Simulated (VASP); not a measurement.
Mg:

```
Mg
1.0
     3.20930    0.00000    0.00000
    -1.60465    2.77934    0.00000
     0.00000    0.00000    5.21030
Mg
2
Direct
  0.66667 0.33333 0.75000
  0.33333 0.66667 0.25000
```

* Program: VASP 6.6.1
* Task: relaxation of cell and atoms
* Functional: RPBE
* Dispersion: D4
* Potentials or basis: VASP PAW PBE potentials, release 64 (Mg)
* Cutoff: 600 eV
* k mesh: 10 × 10 × 5
* Occupations: fermi-dirac, width 0.05 eV
* Spin: no spin polarisation

At the start: pressure 15.0 GPa; volume 23.24 Å³/atom.

Problem. Where does the relaxation end?

Solution. Over 22 steps the energy falls by 3.1 meV/atom; space group P6_3/mmc (No. 194, to 0.05 Å).

The path:
| step | energy change (eV) | largest force (eV/Å) | pressure (GPa) | volume (Å³) |
| --- | --- | --- | --- | --- |
| 1 | 0.0000 | 0.0000 | 15.00 | 46.47 |
| 2 | 0.4870 | 0.0000 | -6.66 | 62.69 |
| 3 | 0.2362 | 0.0000 | -5.65 | 56.24 |
| 4 | 0.1325 | 0.0000 | -4.75 | 53.05 |
| 5 | 0.0469 | 0.0000 | -3.36 | 49.69 |
| 6 | 0.0173 | 0.0000 | -2.48 | 48.06 |
| 7 | 0.0062 | 0.0000 | -1.98 | 47.27 |
| 8 | 0.0016 | 0.0000 | -1.72 | 46.87 |
| 9 | -0.0004 | 0.0000 | -1.58 | 46.67 |
| 10 | -0.0013 | 0.0000 | -1.34 | 46.57 |
| 11 | -0.0015 | 0.0000 | 0.21 | 46.52 |
| 12 | -0.0015 | 0.0000 | -0.26 | 46.53 |
| 13 | -0.0015 | 0.0000 | -0.03 | 46.53 |
| 14 | -0.0015 | 0.0000 | 0.04 | 46.53 |
| 15 | -0.0027 | 0.0000 | -0.05 | 46.53 |
| 16 | -0.0058 | 0.0000 | -0.90 | 46.53 |
| 17 | -0.0005 | 0.0000 | -1.32 | 46.51 |
| 18 | -0.0061 | 0.0000 | -1.14 | 46.53 |
| 19 | -0.0063 | 0.0000 | 0.37 | 46.49 |
| 20 | -0.0063 | 0.0000 | -0.06 | 46.50 |
| 21 | -0.0063 | 0.0000 | -0.02 | 46.50 |
| 22 | -0.0063 | 0.0000 | -0.01 | 46.50 |

Final structure:
```cif
data_structure
_symmetry_space_group_name_H-M 'P 1'
_symmetry_Int_Tables_number 1
_cell_length_a 3.1774
_cell_length_b 3.1774
_cell_length_c 5.3177
_cell_angle_alpha 90.000
_cell_angle_beta 90.000
_cell_angle_gamma 120.000
_cell_volume 46.50
loop_
_atom_site_label
_atom_site_type_symbol
_atom_site_fract_x
_atom_site_fract_y
_atom_site_fract_z
_atom_site_occupancy
Mg1 Mg 0.66667 0.33333 0.75000 1
Mg2 Mg 0.33333 0.66667 0.25000 1
```

Caveat: the PAW data sets were made with another functional, which shifts forces and pressure a little; pairwise dispersion overbinds metals, which lowers pressure and volume.
